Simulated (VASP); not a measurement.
# Ge (Imma) in VASP: a series of runs

The runs below take Ge through single point, with PBE.

Program: VASP 6.6.1. These are calculated values, not measurements. Logs are shortened: lines on timing, memory, paths and dates and some standing lists are left out, and cuts for length are marked.

### 1 The structure

Symmetry: Imma, No. 74, orthorhombic system. The conventional cell has a = 4.992 Å, b = 5.302 Å, c = 2.874 Å, α = 90.00°, β = 90.00°, γ = 90.00°. Ge (site symmetry mm2) has 6 Ge at 2.68 to 2.87 Å as nearest neighbours.

This isn't the form of Ge at room conditions, which is diamond.

### 2 Single point, PBE

File INCAR:

```
SYSTEM = Ge
ALGO = Normal ; EDIFF = 1E-6
ENCUT = 500 ; GGA = PE
ISIF = 2 ; ISMEAR = 0
LASPH = .TRUE. ; LCHARG = .TRUE.
LELF = .TRUE. ; LREAL = .FALSE.
LVHAR = .TRUE. ; LWAVE = .FALSE.
NELM = 60 ; PREC = Accurate
SIGMA = 0.02
```

File KPOINTS:

```
k-points
0
G
  7 7 7
  0 0 0
```

File POSCAR:

```
Ge
1.0
   -2.4958980000      2.6508630000      1.4369470000
    2.4958980000     -2.6508630000      1.4369470000
    2.4958980000      2.6508630000     -1.4369470000
Ge
2
Direct
    0.3140570000      0.0640570000      0.2500000000
    0.6859430000      0.9359430000      0.7500000000
```

Potentials or basis: VASP PAW PBE potentials, release 64 (Ge_d_GW).

Launch:

```bash
> cat potpaw_PBE.64/Ge_d_GW/POTCAR > POTCAR
> mpirun -np 1 vasp_std > vasp.out
```

OUTCAR:

```text
SYSTEM = Ge
   EDIFF = 1E-6
   ENCUT = 500
   GGA = PE
   ISIF = 2
   ISMEAR = 0
   LASPH = .TRUE.
   LREAL = .FALSE.
   NELM = 60
   PREC = Accurate

 ion  position               nearest neighbor table
   1  0.314  0.064  0.250-   2 2.68   2 2.68   2 2.72   2 2.72   2 3.08   2 3.08
   2  0.686  0.936  0.750-   1 2.68   1 2.68   1 2.72   1 2.72   1 3.08   1 3.08

  LATTYP: Found a body centered orthorhombic cell.
 ALAT       =     2.8738940000
 B/A-ratio  =     1.7369450648
 C/A-ratio  =     1.8447882907

  Lattice vectors:

 A1 = (   2.4958980000,  -2.6508630000,   1.4369470000)
 A2 = (  -2.4958980000,  -2.6508630000,  -1.4369470000)
 A3 = (   2.4958980000,   2.6508630000,  -1.4369470000)

Analysis of symmetry for initial positions (statically):
=====================================================================
 Subroutine PRICEL returns:
 Original cell was already a primitive cell.

 Routine SETGRP: Setting up the symmetry group for a
 body centered orthorhombic supercell.

 Subroutine GETGRP returns: Found  8 space group operations
 (whereof  4 operations were pure point group operations)
 out of a pool of  8 trial point group operations.

The static configuration has the point symmetry C_2h.
 The point group associated with its full space group is D_2h.

Analysis of symmetry for dynamics (positions and initial velocities):
=====================================================================
 Subroutine PRICEL returns:
 Original cell was already a primitive cell.

 Routine SETGRP: Setting up the symmetry group for a
 body centered orthorhombic supercell.

 Subroutine GETGRP returns: Found  8 space group operations
 (whereof  4 operations were pure point group operations)
 out of a pool of  8 trial point group operations.

The dynamic configuration has the point symmetry C_2h.
 The point group associated with its full space group is D_2h.

 Subroutine INISYM returns: Found  8 space group operations
 (whereof  4 operations are pure point group operations),
 and found     1 'primitive' translations

----------------------------------------------------------------------------------------

                                     Primitive cell

  volume of cell :      38.0290

  direct lattice vectors                    reciprocal lattice vectors
    -2.495898000  2.650863000  1.436947000     0.000000000  0.188617820  0.347959946
     2.495898000 -2.650863000  1.436947000     0.200328699  0.000000000  0.347959946
     2.495898000  2.650863000 -1.436947000     0.200328699  0.188617820  0.000000000

  length of vectors
     3.914255760  3.914255760  3.914255760     0.395793893  0.401506801  0.275151358

  position of ions in fractional coordinates (direct lattice)
     0.314057000  0.064057000  0.250000000
     0.685943000  0.935943000  0.750000000

  ion indices of the primitive-cell ions
   primitive index   ion index
                 1           1
                 2           2

----------------------------------------------------------------------------------------

 KPOINTS: k-points

Automatic generation of k-mesh.
 Grid dimensions read from file:
 generate k-points for:    7    7    7

 Generating k-lattice:

  Cartesian coordinates                     Fractional coordinates (reciprocal lattice)
     0.000000000  0.026945403  0.049708564     0.142857143  0.000000000  0.000000000
     0.028618386  0.000000000  0.049708564     0.000000000  0.142857143  0.000000000
     0.028618386  0.026945403  0.000000000     0.000000000  0.000000000  0.142857143

  Length of vectors
     0.056541985  0.057358114  0.039307337

  Shift w.r.t. Gamma in fractional coordinates (k-lattice)
     0.000000000  0.000000000  0.000000000

 Subroutine IBZKPT returns following result:
 ===========================================

 Found     64 irreducible k-points:

 Following reciprocal coordinates:
            Coordinates               Weight
  0.000000  0.000000  0.000000      1.000000
  0.142857 -0.000000  0.000000      4.000000
  0.285714  0.000000 -0.000000      4.000000
  0.428571  0.000000 -0.000000      4.000000
  0.000000  0.142857 -0.000000      4.000000
  0.142857  0.142857  0.000000      8.000000
[... 16 lines left out ...]
 -0.428571  0.428571  0.000000      4.000000
 -0.285714  0.428571  0.000000      8.000000
 [... further k-points ...]
   k-points           NKPTS =     64   k-points in BZ     NKDIM =     64   number of bands    NBANDS=     18
   number of dos      NEDOS =    301   number of ions     NIONS =      2
   total plane-waves  NPLWV =  27000
   dimension x,y,z NGX =    30 NGY =   30 NGZ =   30
   dimension x,y,z NGXF=    60 NGYF=   60 NGZF=   60
   ions per type =               2
   NGX,Y,Z   is equivalent  to a cutoff of  12.74, 12.74, 12.74 a.u.
   NGXF,Y,Z  is equivalent  to a cutoff of  25.48, 25.48, 25.48 a.u.
 SYSTEM =  Ge
   PREC   = accura    normal or accurate (medium, high low for compatibility)
   ISTART =      0    job   : 0-new  1-cont  2-samecut
   ICHARG =      2    charge: 1-file 2-atom 10-const
   ISPIN  =      1    spin polarized calculation?
   LNONCOLLINEAR =      F non collinear calculations
   LSORBIT =      F    spin-orbit coupling
   LASPH  =      T    aspherical Exc in radial PAW
   ENCUT  =  500.0 eV  36.75 Ry    6.06 a.u.   7.14  7.14  7.14*2*pi/ulx,y,z
   NELM   =     60;   NELMIN=  2; NELMDL= -5     # of ELM steps
   EDIFF  = 0.1E-05   stopping-criterion for ELM
   LREAL  =      F    real-space projection
   EDIFFG = 0.1E-04   stopping-criterion for IOM
   NSW    =      0    number of steps for IOM
   IBRION =     -1    ionic relax: 0-MD 1-quasi-New 2-CG
   NFREE  =      0    steps in history (QN), initial steepest desc. (CG)
   ISIF   =      2    stress and relaxation
   ISYM   =      2    0-nonsym 1-usesym 2-fastsym
   POTIM  = 0.5000    time-step for ionic-motion
   TEBEG  =    0.0;   TEEND  =   0.0 temperature during run
   PSTRESS=    0.0 pullay stress
   NELECT =      28.0000    total number of electrons
   NUPDOWN=      -1.0000    fix difference up-down
   EMIN   =  10.00;   EMAX   =-10.00  energy-range for DOS
   EFERMI =   0.00;   METHOD = LEGACY
   ISMEAR =     0;   SIGMA  =   0.02  broadening in eV -4-tet -1-fermi 0-gaus
   EFERMI_NEDOS =   21; number of points for ismear=-14 and -15
   IALGO  =     38    algorithm
   IMIX   =      4    mixing-type and parameters
     AMIX     =   0.40;   BMIX     =  1.00
     AMIX_MAG =   1.60;   BMIX_MAG =  1.00
  volume/ion in A,a.u.               =      19.01       128.32
  Fermi-wavevector in a.u.,A,eV,Ry     =   1.478277  2.793539 29.732860  2.185304
  Thomas-Fermi vector in A             =   2.592578
   LORBIT       =      0    0 simple, 1 ext, 2 COOP (PROOUT), +10 PAW based schemes
   GGA     = PE    functional components
   LHFCALC =     F    Hartree Fock is set to
   AEXX    =    0.0000 exact exchange contribution
   IVDW    =     0    specifies the selected vdW correction
   LEPSILON=     F    determine dielectric tensor
   LRPA    =     F    only Hartree local field effects (RPA)
 non-spin polarized calculation
 Gauss-broadening in eV      SIGMA  =   0.02
  energy-cutoff  :      500.00
  volume of cell :       38.03
 maximum number of plane-waves:       975
 NGX is ok and might be reduce to    30
   NGX = 15   NGY = 15   NGZ = 15

 number of electron      28.0000014 magnetization

 Free energy of the ion-electron system (eV)
  ---------------------------------------------------
  ext. energy  EPLUGINS =         0.00000000
  ---------------------------------------------------
  free energy    TOTEN  =        -8.57816537 eV

  energy without entropy =       -8.57776127  energy(sigma->0) =       -8.57796332

 E-fermi :   3.9478     XC(G=0): -11.2261

 val. band max:        3.9303493168   @ k =   0.1429   0.1429   0.1429
 cond. band min:       3.9506840269   @ k =   0.4286  -0.1429   0.1429
 fundamental gap:      0.0203347101
 Fermi energy:         3.9477625939

 k-point     1 :       0.0000    0.0000    0.0000
  band No.  band energies     occupation
      1     -20.7409      2.00000
      2     -20.6641      2.00000
      3     -20.6617      2.00000
      4     -20.6595      2.00000
      5     -20.6260      2.00000
      6     -20.5899      2.00000
[... 10 lines left out ...]
     17      11.2343      0.00000
     18      11.9694      0.00000

 k-point     2 :       0.1429   -0.0000    0.0000
  band No.  band energies     occupation
      1     -20.7261      2.00000
      2     -20.6497      2.00000
      3     -20.6474      2.00000
      4     -20.6358      2.00000
      5     -20.6295      2.00000
      6     -20.5953      2.00000
[... 10 lines left out ...]
     17       9.2295      0.00000
     18      10.0988      0.00000

 k-point     3 :       0.2857    0.0000   -0.0000
  band No.  band energies     occupation
      1     -20.6907      2.00000
      2     -20.6382      2.00000
      3     -20.6229      2.00000
      4     -20.6191      2.00000
      5     -20.5880      2.00000
      6     -20.5855      2.00000
[... 10 lines left out ...]
     17       8.3028      0.00000
     18       8.6485      0.00000

 k-point     4 :       0.4286    0.0000   -0.0000
  band No.  band energies     occupation
      1     -20.6548      2.00000
      2     -20.6348      2.00000
      3     -20.6148      2.00000
      4     -20.6138      2.00000
      5     -20.6034      2.00000
      6     -20.5919      2.00000
[... 375 lines left out ...]
      4     -20.6170      2.00000
      5     -20.5804      2.00000
      6     -20.5722      2.00000
[... 10 lines left out ...]
     17       7.7859      0.00000
     18       9.1488      0.00000

 k-point    23 :      -0.4286    0.4286    0.0000
  band No.  band energies     occupation
      1     -20.6811      2.00000
      2     -20.6803      2.00000
      3     -20.6445      2.00000
      4     -20.6056      2.00000
      5     -20.5933      2.00000
      6     -20.5657      2.00000
[... 10 lines left out ...]
     17      10.8295      0.00000
     18      10.8850      0.00000

 k-point    24 :      -0.2857    0.4286    0.0000
  band No.  band energies     occupation
      1     -20.6817      2.00000
      2     -20.6682      2.00000
      3     -20.6626      2.00000
      4     -20.6101      2.00000
      5     -20.5880      2.00000
      6     -20.5773      2.00000
[... 10 lines left out ...]
     17       8.4313      0.00000
     18       8.9906      0.00000

 [... further k-points ...]

------------------------ aborting loop because EDIFF is reached ----------------------------------------

  FORCE on cell =-STRESS in cart. coord.  units (eV):
  Direction    XX          YY          ZZ          XY          YZ          ZX
  --------------------------------------------------------------------------------------
  -------------------------------------------------------------------------------------
  Total        0.5005155     -0.7359499      0.0589460      0.0000000     -0.0000000      0.0000000
  in kB       21.0869266    -31.0058728      2.4834199      0.0000000     -0.0000000      0.0000000
  external PRESSURE =      -2.4785088 kB  Pullay stress =       0.0000000 kB

 VOLUME and BASIS-vectors are now :
 -----------------------------------------------------------------------------
  energy-cutoff  :      500.00
  volume of cell :       38.03
      direct lattice vectors                 reciprocal lattice vectors
    -2.495898000  2.650863000  1.436947000     0.000000000  0.188617820  0.347959946
     2.495898000 -2.650863000  1.436947000     0.200328699  0.000000000  0.347959946
     2.495898000  2.650863000 -1.436947000     0.200328699  0.188617820  0.000000000

 POSITION                                       TOTAL-FORCE (eV/Angst)
 -----------------------------------------------------------------------------------
      0.00000      1.32543      0.18409        -0.000000      0.000000      0.078595
      2.49590      1.32543      1.25285         0.000000     -0.000000     -0.078595
 -----------------------------------------------------------------------------------
    total drift:                               -0.000000     -0.000000      0.000000

  FREE ENERGIE OF THE ION-ELECTRON SYSTEM (eV)
  ---------------------------------------------------
  free  energy   TOTEN  =        -8.5781653665 eV

  energy  without entropy=       -8.5777612702  energy(sigma->0) =       -8.57796332
```

It took 59 s on 1 thread of AMD EPYC 7R43 (Zen 3), shared host; peak memory 0.14 GiB.

Results:

```yaml
Free_energy: -8.5782 eV
Pressure: -0.2 GPa
Largest_force: 0.079 eV/Å
Band_gap_on_the_k_mesh: none (metal or under the smearing width)
```

Forces in eV/Å, atoms in the order of the input:
```
Ge   0.000  0.000  0.079
Ge   0.000  0.000 -0.079
```

Stress tensor (GPa, compression positive):
```
 2.11  0.00  0.00
 0.00 -3.10  0.00
 0.00  0.00  0.25
```

Levels at points of the mesh, in eV from the Fermi level:
```csv
k point,band 12,band 13,band 14,band 15,band 16,band 17
"(0.00, 0.00, 0.00)",-3.71,-2.23,-1.80,3.60,7.06,7.29
```

Caveat: the k mesh is coarse (spacing up to 0.36 Å⁻¹), so the values aren't converged.

### 3 Single point, PBE

File INCAR:

```
SYSTEM = Ge
ALGO     = Fast           ! electronic algorithm
EDIFF    = 1E-6           ! SCF threshold, eV
ENCUT    = 450            ! plane-wave cutoff, eV
GGA      = PE             ! functional
ISIF     = 2              ! what is computed and relaxed
ISMEAR   = 0              ! smearing method
LASPH    = .TRUE.         ! aspherical terms in the spheres
LCHARG   = .FALSE.        ! write CHGCAR
LREAL    = .FALSE.        ! projectors in reciprocal space
LWAVE    = .FALSE.        ! write WAVECAR
NBANDS   = 21             ! bands
NELM     = 80             ! most SCF steps
PREC     = Accurate       ! precision mode
SIGMA    = 0.02           ! smearing width, eV
```

KPOINTS is that of step 2.

POSCAR is that of step 2.

Potentials or basis: VASP PAW PBE potentials, release 64 (Ge_d_GW).

Launch:

```bash
> cat potpaw_PBE.64/Ge_d_GW/POTCAR > POTCAR
> mpirun -np 1 vasp_std > vasp.out
```

It took 30 s on 1 thread of AMD EPYC 9R45 (Zen 5), shared host; peak memory 0.14 GiB.

Results (log left out):

```
Free energy            : -8.5763 eV
Pressure               : 0.6 GPa
Largest force          : 0.079 eV/Å
Band gap on the k mesh : none (metal or under the smearing width)
```

Forces in eV/Å, atoms in the order of the input:
```
Ge   0.000  0.000  0.079
Ge   0.000  0.000 -0.079
```

Stress tensor (GPa, compression positive):
```
 2.98  0.00  0.00
 0.00 -2.22  0.00
 0.00  0.00  1.12
```

Levels at points of the mesh, in eV from the Fermi level:
```csv
k point,band 11,band 12,band 13,band 14,band 15,band 16,band 17,band 18
"(0.00, 0.00, 0.00)",-12.99,-3.71,-2.24,-1.80,3.60,7.06,7.29,8.00
```

Caveat: the k mesh is coarse (spacing up to 0.36 Å⁻¹), so the values aren't converged; the cutoff is under 1.25 times the usual one of these potentials, so pressure, stress and relaxed cells hold a basis-set (Pulay) error.
